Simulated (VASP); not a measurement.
# O2CH2 in VASP: notebook

One molecule, O2CH2, is run at these levels: optB86b-vdW, rev-vdW-DF2, LDA; tasks: single point.

Program: VASP 6.6.1. These are calculated values, not measurements. Logs are shortened: lines on timing, memory, paths and dates and some standing lists are left out, and cuts for length are marked.

### Step 1. The molecule as given

The cell holds a molecule in a box, 5 atoms: a = 13.343 Å, b = 13.843 Å, c = 14.343 Å, α = 90.00°, β = 90.00°, γ = 90.00°.

### Step 2. Single point, optB86b-vdW

Contents of INCAR:

```
  PREC = Accurate
  ENCUT = 400
  EDIFF = 1E-6
  ISMEAR = 0
  SIGMA = 0.01
  LREAL = F
  LASPH = T
  NELM = 80
  ALGO = Normal
  ISIF = 2
  LWAVE = F
  LCHARG = F
  GGA = MK
  LUSE_VDW = T
  AGGAC = 0.0
  PARAM1 = 0.1234
  PARAM2 = 1.0
  ISYM = 0
```

Contents of KPOINTS:

```
regular mesh
0
Gamma
  1 1 1
```

Contents of POSCAR:

```
H2CO2                                   
1.0
   13.3432429698      0.0000000000      0.0000000000
    0.0000000000     13.8432429698      0.0000000000
    0.0000000000      0.0000000000     14.3432429698
  O               C               H             
     2     1     2
Selective dynamics
Direct
     0.4420683951000015    0.5019878909999989    0.4046502002000025   F   F   F
     0.4652420945895595    0.5217029547137875    0.5587183188790956   T   T   T
     0.4973776199387130    0.4995011382512229    0.4711228218909583   T   T   T
     0.5780737703576755    0.4793311471325375    0.4675715125725587   T   T   T
     0.5208020018519630    0.5154738693646139    0.6027250126853977   T   T   T
```

Potentials or basis: VASP PAW PBE potentials, release 64 (O, C, H).

Started as:

```console
$ cat potpaw_PBE.64/O/POTCAR potpaw_PBE.64/C/POTCAR potpaw_PBE.64/H/POTCAR > POTCAR
$ mpirun -np 4 vasp_gam > vasp.out
```

OUTCAR:

```text
PREC = Accurate
   ENCUT = 400
   EDIFF = 1E-6
   ISMEAR = 0
   LREAL = F
   LASPH = T
   NELM = 80
   ISIF = 2
   GGA = MK
   ISYM = 0

 ion  position               nearest neighbor table
   1  0.442  0.502  0.405-   3 1.21
   2  0.465  0.522  0.559-   5 0.98   3 1.36
   3  0.497  0.500  0.471-   4 1.11   1 1.21   2 1.36
   4  0.578  0.479  0.468-   3 1.11
   5  0.521  0.515  0.603-   2 0.98

IMPORTANT INFORMATION: All symmetrisations will be switched off!
NOSYMM: (Re-)initialisation of all symmetry stuff for point group C_1.

----------------------------------------------------------------------------------------

                                     Primitive cell

  volume of cell :    2649.3943

  direct lattice vectors                    reciprocal lattice vectors
    13.343242970  0.000000000  0.000000000     0.074944300  0.000000000  0.000000000
     0.000000000 13.843242970  0.000000000     0.000000000  0.072237409  0.000000000
     0.000000000  0.000000000 14.343242970     0.000000000  0.000000000  0.069719240

  length of vectors
    13.343242970 13.843242970 14.343242970     0.074944300  0.072237409  0.069719240

  position of ions in fractional coordinates (direct lattice)
     0.442068395  0.501987891  0.404650200
     0.465242095  0.521702955  0.558718319
     0.497377620  0.499501138  0.471122822
     0.578073770  0.479331147  0.467571513
     0.520802002  0.515473869  0.602725013

  ion indices of the primitive-cell ions
   primitive index   ion index
                 1           1
                 2           2
                 3           3
                 4           4
                 5           5

----------------------------------------------------------------------------------------

 KPOINTS: regular mesh

Automatic generation of k-mesh.
 Grid dimensions read from file:
 generate k-points for:    1    1    1

 Generating k-lattice:

  Cartesian coordinates                     Fractional coordinates (reciprocal lattice)
     0.074944300  0.000000000  0.000000000     1.000000000  0.000000000  0.000000000
     0.000000000  0.072237409  0.000000000     0.000000000  1.000000000  0.000000000
     0.000000000  0.000000000  0.069719240     0.000000000  0.000000000  1.000000000

  Length of vectors
     0.074944300  0.072237409  0.069719240

  Shift w.r.t. Gamma in fractional coordinates (k-lattice)
     0.000000000  0.000000000  0.000000000

 Subroutine IBZKPT returns following result:
 ===========================================

 Found      1 irreducible k-points:

 Following reciprocal coordinates:
            Coordinates               Weight
  0.000000  0.000000  0.000000      1.000000
   k-points           NKPTS =      1   k-points in BZ     NKDIM =      1   number of bands    NBANDS=     16
   number of dos      NEDOS =    301   number of ions     NIONS =      5
   total plane-waves  NPLWV = 777600
   dimension x,y,z NGX =    90 NGY =   90 NGZ =   96
   dimension x,y,z NGXF=   180 NGYF=  180 NGZF=  192
   ions per type =               2   1   2
   NGX,Y,Z   is equivalent  to a cutoff of  11.21, 10.81, 11.13 a.u.
   NGXF,Y,Z  is equivalent  to a cutoff of  22.43, 21.62, 22.25 a.u.
 SYSTEM =  unknown system
   PREC   = accura    normal or accurate (medium, high low for compatibility)
   ISTART =      0    job   : 0-new  1-cont  2-samecut
   ICHARG =      2    charge: 1-file 2-atom 10-const
   ISPIN  =      1    spin polarized calculation?
   LNONCOLLINEAR =      F non collinear calculations
   LSORBIT =      F    spin-orbit coupling
   LASPH  =      T    aspherical Exc in radial PAW
   ENCUT  =  400.0 eV  29.40 Ry    5.42 a.u.  21.76 22.57 23.39*2*pi/ulx,y,z
   NELM   =     80;   NELMIN=  2; NELMDL= -5     # of ELM steps
   EDIFF  = 0.1E-05   stopping-criterion for ELM
   LREAL  =      F    real-space projection
   EDIFFG = 0.1E-04   stopping-criterion for IOM
   NSW    =      0    number of steps for IOM
   IBRION =     -1    ionic relax: 0-MD 1-quasi-New 2-CG
   NFREE  =      0    steps in history (QN), initial steepest desc. (CG)
   ISIF   =      2    stress and relaxation
   ISYM   =      0    0-nonsym 1-usesym 2-fastsym
   POTIM  = 0.5000    time-step for ionic-motion
   TEBEG  =    0.0;   TEEND  =   0.0 temperature during run
   PSTRESS=    0.0 pullay stress
   NELECT =      18.0000    total number of electrons
   NUPDOWN=      -1.0000    fix difference up-down
   EMIN   =  10.00;   EMAX   =-10.00  energy-range for DOS
   EFERMI =   0.00;   METHOD = LEGACY
   ISMEAR =     0;   SIGMA  =   0.01  broadening in eV -4-tet -1-fermi 0-gaus
   EFERMI_NEDOS =   21; number of points for ismear=-14 and -15
   IALGO  =     38    algorithm
   IMIX   =      4    mixing-type and parameters
     AMIX     =   0.40;   BMIX     =  1.00
     AMIX_MAG =   1.60;   BMIX_MAG =  1.00
  volume/ion in A,a.u.               =     529.88      3575.80
  Fermi-wavevector in a.u.,A,eV,Ry     =   0.310063  0.585934  1.308053  0.096139
  Thomas-Fermi vector in A             =   1.187351
   LORBIT       =      0    0 simple, 1 ext, 2 COOP (PROOUT), +10 PAW based schemes
   GGA     = MK    functional components
   LHFCALC =     F    Hartree Fock is set to
   AEXX    =    0.0000 exact exchange contribution
   IVDW_NL    =     1    kernel type
   BPARAM     = 6.3000
   IVDW    =     0    specifies the selected vdW correction
   LEPSILON=     F    determine dielectric tensor
   LRPA    =     F    only Hartree local field effects (RPA)
 non-spin polarized calculation
 Gauss-broadening in eV      SIGMA  =   0.01
  energy-cutoff  :      400.00
  volume of cell :     2649.39
 maximum number of plane-waves:     24071
 NGX is ok and might be reduce to    90
   NGX = 43   NGY = 45   NGZ = 47

 number of electron      18.0000009 magnetization

 Free energy of the ion-electron system (eV)
  ---------------------------------------------------
  ext. energy  EPLUGINS =         0.00000000
  ---------------------------------------------------
  free energy    TOTEN  =       -24.77727919 eV

  energy without entropy =      -24.77727919  energy(sigma->0) =      -24.77727919

 E-fermi :  -6.8134     XC(G=0):  -0.6625

 val. band max:       -6.8925499558   @ k =   0.0000   0.0000   0.0000
 cond. band min:      -1.6552372910   @ k =   0.0000   0.0000   0.0000
 fundamental gap:      5.2373126648
 Fermi energy:        -6.8134074906

 k-point     1 :       0.0000    0.0000    0.0000
  band No.  band energies     occupation
      1     -27.9122      2.00000
      2     -25.9358      2.00000
      3     -15.9621      2.00000
      4     -14.4081      2.00000
      5     -11.0983      2.00000
      6     -11.0831      2.00000
[... 8 lines left out ...]
     15       0.2848      0.00000
     16       0.3482      0.00000

------------------------ aborting loop because EDIFF is reached ----------------------------------------

  FORCE on cell =-STRESS in cart. coord.  units (eV):
  Direction    XX          YY          ZZ          XY          YZ          ZX
  --------------------------------------------------------------------------------------
  -------------------------------------------------------------------------------------
  Total       -1.6548025     -1.7147254     -1.4455762     -0.0029788      0.0131741      0.1340094
  in kB       -1.0007144     -1.0369518     -0.8741883     -0.0018014      0.0079668      0.0810400
  external PRESSURE =      -0.9706182 kB  Pullay stress =       0.0000000 kB

 VOLUME and BASIS-vectors are now :
 -----------------------------------------------------------------------------
  energy-cutoff  :      400.00
  volume of cell :     2649.39
      direct lattice vectors                 reciprocal lattice vectors
    13.343242970  0.000000000  0.000000000     0.074944300  0.000000000  0.000000000
     0.000000000 13.843242970  0.000000000     0.000000000  0.072237409  0.000000000
     0.000000000  0.000000000 14.343242970     0.000000000  0.000000000  0.069719240

 POSITION                                       TOTAL-FORCE (eV/Angst)
 -----------------------------------------------------------------------------------
      5.89863      6.94914      5.80400         0.039058     -0.001888      0.057027
      6.20784      7.22206      8.01383        -0.039051     -0.002834     -0.077063
      6.63663      6.91472      6.75743        -0.080617      0.012769     -0.050410
      7.71338      6.63550      6.70649         0.020223     -0.001364      0.017325
      6.94919      7.13583      8.64503         0.060387     -0.006682      0.053120
 -----------------------------------------------------------------------------------
    total drift:                               -0.000175      0.000158     -0.000182

  FREE ENERGIE OF THE ION-ELECTRON SYSTEM (eV)
  ---------------------------------------------------
  free  energy   TOTEN  =       -24.7772791856 eV

  energy  without entropy=      -24.7772791856  energy(sigma->0) =      -24.77727919

Total vdW correction in eV:      4.4813281
```

Run time: 8.6 min. Hardware: 4 MPI ranks of Intel Xeon 6975P-C (Granite Rapids), shared host; peak memory 1.3 GiB.

Results:

```yaml
Free_energy: -24.7773 eV
Largest_force: 0.096 eV/Å
Gap_between_the_frontier_levels: 5.24 eV
```

Forces in eV/Å, atoms in the order of the input:
```
O    0.039 -0.002  0.057
O   -0.039 -0.003 -0.077
C   -0.081  0.013 -0.050
H    0.020 -0.001  0.017
H    0.060 -0.007  0.053
```

Caveat: the cutoff is under 1.25 times the usual one of these potentials, so pressure, stress and relaxed cells hold a basis-set (Pulay) error; the standard files for N, O and F lose accuracy on very short bonds; the PAW data sets were made with another functional, which shifts forces and pressure a little.

### Step 3. Single point, rev-vdW-DF2

INCAR: that of step 2 with these lines changed.

```diff
@@ -16,3 +16,4 @@
   PARAM1 = 0.1234
-  PARAM2 = 1.0
+  PARAM2 = 0.711357
+  ZAB_VDW = -1.8867
   ISYM = 0
```

KPOINTS is that of step 2.

POSCAR is that of step 2.

Potentials or basis: VASP PAW PBE potentials, release 64 (O, C, H).

Started as:

```console
$ cat potpaw_PBE.64/O/POTCAR potpaw_PBE.64/C/POTCAR potpaw_PBE.64/H/POTCAR > POTCAR
$ mpirun -np 4 vasp_gam > vasp.out
```

Run time: 7.2 min. Hardware: 4 MPI ranks of Intel Xeon 6975P-C (Granite Rapids), shared host; peak memory 1.3 GiB.

It converged, with:

```
Free energy                     : -25.5185 eV
Largest force                   : 0.146 eV/Å
Gap between the frontier levels : 5.23 eV
```

Forces in eV/Å, atoms in the order of the input:
```
O    0.079 -0.005  0.103
O   -0.025 -0.011 -0.105
C   -0.121  0.018 -0.080
H    0.007  0.002  0.017
H    0.061 -0.005  0.065
```

Levels at points of the mesh, in eV from the valence-band top:
| k point | band 6 | band 7 | band 8 | band 9 | band 10 | band 11 | band 12 | band 13 |
| --- | --- | --- | --- | --- | --- | --- | --- | --- |
| (0.00, 0.00, 0.00) | -4.18 | -2.90 | -1.27 | 0.00 | 5.23 | 5.61 | 6.77 | 6.85 |

Caveat: the cutoff is under 1.25 times the usual one of these potentials, so pressure, stress and relaxed cells hold a basis-set (Pulay) error; the standard files for N, O and F lose accuracy on very short bonds; the PAW data sets were made with another functional, which shifts forces and pressure a little.

### Step 4. Single point, LDA

Contents of INCAR:

```
  PREC = Accurate
  ENCUT = 400
  EDIFF = 1E-6
  ISMEAR = 0
  SIGMA = 0.01
  LREAL = F
  LASPH = T
  NELM = 80
  ALGO = Normal
  ISIF = 2
  LWAVE = F
  LCHARG = F
  GGA = CA
  ISYM = 0
```

KPOINTS is that of step 3.

POSCAR is that of step 3.

Potentials or basis: VASP PAW LDA potentials, release 64 (O, C, H).

Started as:

```console
$ cat potpaw_LDA.64/O/POTCAR potpaw_LDA.64/C/POTCAR potpaw_LDA.64/H/POTCAR > POTCAR
$ mpirun -np 4 vasp_gam > vasp.out
```

Wall time 30 s (4 MPI ranks of Intel Xeon 6975P-C (Granite Rapids), shared host); peak memory 0.37 GiB.

It converged, with:

```
Free energy                     : -31.6736 eV
Largest force                   : 0.851 eV/Å
Gap between the frontier levels : 5.13 eV
```

Forces on the atoms (eV/Å):
```
O    0.492 -0.019  0.665
O    0.113 -0.156 -0.800
C   -0.824  0.211  0.017
H    0.095 -0.020  0.016
H    0.124 -0.015  0.102
```

Levels at points of the mesh, in eV from the valence-band top:
```tsv
k point	band 7	band 8	band 9	band 10	band 11	band 12
(0.00, 0.00, 0.00)	-2.87	-1.34	0.00	5.13	5.89	7.07
```

Caveat: the cutoff is under 1.25 times the usual one of these potentials, so pressure, stress and relaxed cells hold a basis-set (Pulay) error; the standard files for N, O and F lose accuracy on very short bonds. As with any semilocal functional, this LDA gap is likely too small.

### Step 5. The runs side by side

```tsv
level	potentials or basis	gap on the mesh (eV)	largest force (eV/Å)
optB86b-vdW	VASP PAW PBE potentials, release 64 (O, C, H)	5.24	0.10
rev-vdW-DF2	VASP PAW PBE potentials, release 64 (O, C, H)	5.23	0.15
LDA	VASP PAW LDA potentials, release 64 (O, C, H)	5.13	0.85
```

Alike in all rows: task single point; no spin polarisation; cell as given; k mesh 1 × 1 × 1; cutoff (eV) 400; smearing gaussian 0.01 eV.

Caveats: the cutoff is under 1.25 times the usual one of these potentials, so pressure, stress and relaxed cells hold a basis-set (Pulay) error; the standard files for N, O and F lose accuracy on very short bonds; the PAW data sets were made with another functional, which shifts forces and pressure a little (some runs).

Absolute energies hang on the potentials; compare differences alone.
